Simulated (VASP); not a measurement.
# Cu (Fm-3m) in VASP: single point with PBE0

Aim: the single point of Cu with PBE0.

Program: VASP 6.6.1. These are calculated values, not measurements. Logs are shortened: lines on timing, memory, paths and dates and some standing lists are left out, and cuts for length are marked.

## Step 1: Starting point

The structure is cubic, space group Fm-3m (No. 225). The conventional cell has a = 3.570 Å, b = 3.570 Å, c = 3.570 Å, α = 90.00°, β = 90.00°, γ = 90.00°. Around Cu (site symmetry m-3m) lie 12 Cu at 2.52 Å.

## Step 2: Single point, PBE0

The input, POSCAR:

```
Cu
1.0
    0.0000000000      1.7851100000      1.7851100000
    1.7851100000      0.0000000000      1.7851100000
    1.7851100000      1.7851100000      0.0000000000
Cu
1
Direct
    0.0000000000      0.0000000000      0.0000000000
```

The input, INCAR.step1:

```
SYSTEM = Cu
PREC     = Accurate       ! precision mode
ENCUT    = 520            ! plane-wave cutoff, eV
EDIFF    = 1E-5           ! SCF threshold, eV
ISMEAR   = 0              ! smearing method
SIGMA    = 0.1            ! smearing width, eV
LREAL    = .FALSE.        ! projectors in reciprocal space
LASPH    = .TRUE.         ! aspherical terms in the spheres
NELM     = 80             ! most SCF steps
ALGO     = Normal         ! electronic algorithm
ISIF     = 2              ! what is computed and relaxed
LWAVE    = .TRUE.         ! write WAVECAR
GGA      = PE             ! functional
```

The input, INCAR.step2:

```
SYSTEM = Cu
PREC     = Accurate       ! precision mode
ENCUT    = 520            ! plane-wave cutoff, eV
EDIFF    = 1E-6           ! SCF threshold, eV
ISMEAR   = 0              ! smearing method
SIGMA    = 0.1            ! smearing width, eV
LREAL    = .FALSE.        ! projectors in reciprocal space
LASPH    = .TRUE.         ! aspherical terms in the spheres
NELM     = 80             ! most SCF steps
ALGO     = Normal         ! electronic algorithm
ISIF     = 2              ! what is computed and relaxed
LWAVE    = .FALSE.        ! write WAVECAR
LCHARG   = .TRUE.         ! write CHGCAR
GGA      = PE             ! functional
LHFCALC  = .TRUE.         ! exact exchange
AEXX     = 0.25           ! exact-exchange fraction
PRECFOCK = Fast         
LELF     = .TRUE.         ! ELF
LVHAR    = .TRUE.       
ISTART   = 1
```

The input, KPOINTS:

```
Automatic mesh
0
G
  10 10 10
  0 0 0
```

Potentials or basis: VASP PAW PBE potentials, release 64 (Cu).

The run is started by

```bash
$ cat potpaw_PBE.64/Cu/POTCAR > POTCAR
$ cp INCAR.step1 INCAR
$ mpirun -np 1 vasp_std > vasp.out
$ cp INCAR.step2 INCAR
$ mpirun -np 1 vasp_std > vasp.out
```

OUTCAR:

```text
SYSTEM = Cu
   PREC = Accurate
   ENCUT = 520
   EDIFF = 1E-6
   ISMEAR = 0
   LREAL = .FALSE.
   LASPH = .TRUE.
   NELM = 80
   ISIF = 2
   GGA = PE
   LHFCALC = .TRUE.
   AEXX = 0.25
   PRECFOCK = Fast
   ISTART = 1

 ion  position               nearest neighbor table
   1  0.000  0.000  0.000-

  LATTYP: Found a face centered cubic cell.
 ALAT       =     3.5702200000

  Lattice vectors:

 A1 = (   0.0000000000,   1.7851100000,   1.7851100000)
 A2 = (   1.7851100000,   0.0000000000,   1.7851100000)
 A3 = (   1.7851100000,   1.7851100000,   0.0000000000)

Analysis of symmetry for initial positions (statically):
=====================================================================
 Subroutine PRICEL returns:
 Original cell was already a primitive cell.

 Routine SETGRP: Setting up the symmetry group for a
 face centered cubic supercell.

 Subroutine GETGRP returns: Found 48 space group operations
 (whereof 48 operations were pure point group operations)
 out of a pool of 48 trial point group operations.

The static configuration has the point symmetry O_h .

Analysis of symmetry for dynamics (positions and initial velocities):
=====================================================================
 Subroutine PRICEL returns:
 Original cell was already a primitive cell.

 Routine SETGRP: Setting up the symmetry group for a
 face centered cubic supercell.

 Subroutine GETGRP returns: Found 48 space group operations
 (whereof 48 operations were pure point group operations)
 out of a pool of 48 trial point group operations.

The dynamic configuration has the point symmetry O_h .

 Subroutine INISYM returns: Found 48 space group operations
 (whereof 48 operations are pure point group operations),
 and found     1 'primitive' translations

----------------------------------------------------------------------------------------

                                     Primitive cell

  volume of cell :      11.3769

  direct lattice vectors                    reciprocal lattice vectors
     0.000000000  1.785110000  1.785110000    -0.280094784  0.280094784  0.280094784
     1.785110000  0.000000000  1.785110000     0.280094784 -0.280094784  0.280094784
     1.785110000  1.785110000  0.000000000     0.280094784  0.280094784 -0.280094784

  length of vectors
     2.524526772  2.524526772  2.524526772     0.485138397  0.485138397  0.485138397

[... 89 lines left out ...]
   NELECT =      11.0000    total number of electrons
   NUPDOWN=      -1.0000    fix difference up-down
   EMIN   =  10.00;   EMAX   =-10.00  energy-range for DOS
   EFERMI =   0.00;   METHOD = LEGACY
   ISMEAR =     0;   SIGMA  =   0.10  broadening in eV -4-tet -1-fermi 0-gaus
   EFERMI_NEDOS =   21; number of points for ismear=-14 and -15
   IALGO  =     38    algorithm
   IMIX   =      1    mixing-type and parameters
     AMIX     =   0.40;   BMIX     =  1.00
     AMIX_MAG =   1.60;   BMIX_MAG =  1.00
  volume/ion in A,a.u.               =      11.38        76.78
  Fermi-wavevector in a.u.,A,eV,Ry     =   1.618816  3.059118 35.654942  2.620564
  Thomas-Fermi vector in A             =   2.713018
   LORBIT       =      0    0 simple, 1 ext, 2 COOP (PROOUT), +10 PAW based schemes
   GGA     = PE    functional components
   LHFCALC =     T    Hartree Fock is set to
   PRECFOCK=fast      Normal, Fast or Accurate (Low or Medium for compatibility)
   ENCUT4O =  -1.0   cutoff for four orbital integrals eV
   NKREDX  =     1    reduce k-point grid by
   NKREDY  =     1    reduce k-point grid by
   NKREDZ  =     1    reduce k-point grid by
   AEXX    =    0.2500 exact exchange contribution
   HFSCREEN=    0.0000 screening length (either q_TF or 0.3 A-1)
   HFSCREENC=   0.0000 screening length for correlation (either q_TF or 0.3 A-1)
   ENCUTFOCK=  -1.0 apply spherical cutoff to Coloumb kernel
   IVDW    =     0    specifies the selected vdW correction
   LEPSILON=     F    determine dielectric tensor
   LRPA    =     F    only Hartree local field effects (RPA)
 non-spin polarized calculation
 Gauss-broadening in eV      SIGMA  =   0.10
  energy-cutoff  :      520.00
  volume of cell :       11.38
 maximum number of plane-waves:       331
  NGX = 12; NGY = 12; NGZ = 12

 number of electron      11.0000013 magnetization

 Free energy of the ion-electron system (eV)
  ---------------------------------------------------
  ext. energy  EPLUGINS =         0.00000000
  ---------------------------------------------------
  free energy    TOTEN  =        -3.82347712 eV

  energy without entropy =       -3.82231218  energy(sigma->0) =       -3.82289465

 E-fermi :   7.5275     XC(G=0): -10.0805

 val. band max:        7.0627136781   @ k =   0.5000   0.2000   0.1000
 cond. band min:       7.5663234463   @ k =   0.5000   0.1000   0.0000
 fundamental gap:      0.5036097681
 Fermi energy:         7.5275370637

 k-point     1 :       0.0000    0.0000    0.0000
  band No.  band energies     occupation
      1      -3.2934      2.00000
      2       2.8100      2.00000
      3       2.8100      2.00000
      4       2.8100      2.00000
      5       3.6823      2.00000
      6       3.6823      2.00000
      7      32.3092      0.00000
      8      35.6146      0.00000
      9      35.6146      0.00000
[... 265 lines left out ...]
 k-point    24 :       0.4000    0.3000    0.0000
  band No.  band energies     occupation
      1       0.9349      2.00000
      2       1.6124      2.00000
      3       3.6727      2.00000
      4       3.9281      2.00000
      5       4.4077      2.00000
      6       6.0111      2.00000
      7      21.8464      0.00000
      8      22.8081      0.00000
      9      24.8689      0.00000

 [... further k-points ...]

------------------------ aborting loop because EDIFF is reached ----------------------------------------

  FORCE on cell =-STRESS in cart. coord.  units (eV):
  Direction    XX          YY          ZZ          XY          YZ          ZX
  --------------------------------------------------------------------------------------
  -------------------------------------------------------------------------------------
  Total        0.5399119      0.5399119      0.5399119     -0.0000000      0.0000000     -0.0000000
  in kB       76.0341157     76.0341157     76.0341157     -0.0000000      0.0000000     -0.0000000
  external PRESSURE =      76.0341157 kB  Pullay stress =       0.0000000 kB

 VOLUME and BASIS-vectors are now :
 -----------------------------------------------------------------------------
  energy-cutoff  :      520.00
  volume of cell :       11.38
      direct lattice vectors                 reciprocal lattice vectors
     0.000000000  1.785110000  1.785110000    -0.280094784  0.280094784  0.280094784
     1.785110000  0.000000000  1.785110000     0.280094784 -0.280094784  0.280094784
     1.785110000  1.785110000  0.000000000     0.280094784  0.280094784 -0.280094784

 POSITION                                       TOTAL-FORCE (eV/Angst)
 -----------------------------------------------------------------------------------
      0.00000      0.00000      0.00000        -0.000000     -0.000000     -0.000000
 -----------------------------------------------------------------------------------
    total drift:                               -0.000000      0.000000     -0.000000

  FREE ENERGIE OF THE ION-ELECTRON SYSTEM (eV)
  ---------------------------------------------------
  free  energy   TOTEN  =        -3.8234771161 eV

  energy  without entropy=       -3.8223121809  energy(sigma->0) =       -3.82289465
```

OUTCAR.step1:

```text
SYSTEM = Cu
   PREC = Accurate
   ENCUT = 520
   EDIFF = 1E-5
   ISMEAR = 0
   LREAL = .FALSE.
   LASPH = .TRUE.
   NELM = 80
[... 505 lines left out ...]
 -----------------------------------------------------------------------------------
      0.00000      0.00000      0.00000         0.000000      0.000000     -0.000000
 -----------------------------------------------------------------------------------
    total drift:                                0.000000      0.000000      0.000000

  FREE ENERGIE OF THE ION-ELECTRON SYSTEM (eV)
  ---------------------------------------------------
  free  energy   TOTEN  =        -3.6984942828 eV

  energy  without entropy=       -3.6951563502  energy(sigma->0) =       -3.69682532
```

Run time: 14 min. Hardware: 1 thread of Intel Xeon 6975P-C (Granite Rapids), shared host; peak memory 0.14 GiB.

Results:

```
Free energy            : -3.8235 eV
Pressure               : 7.6 GPa
Band gap on the k mesh : none (metal or under the smearing width)
```

Caveat: the PAW data sets were made with another functional, which shifts forces and pressure a little.
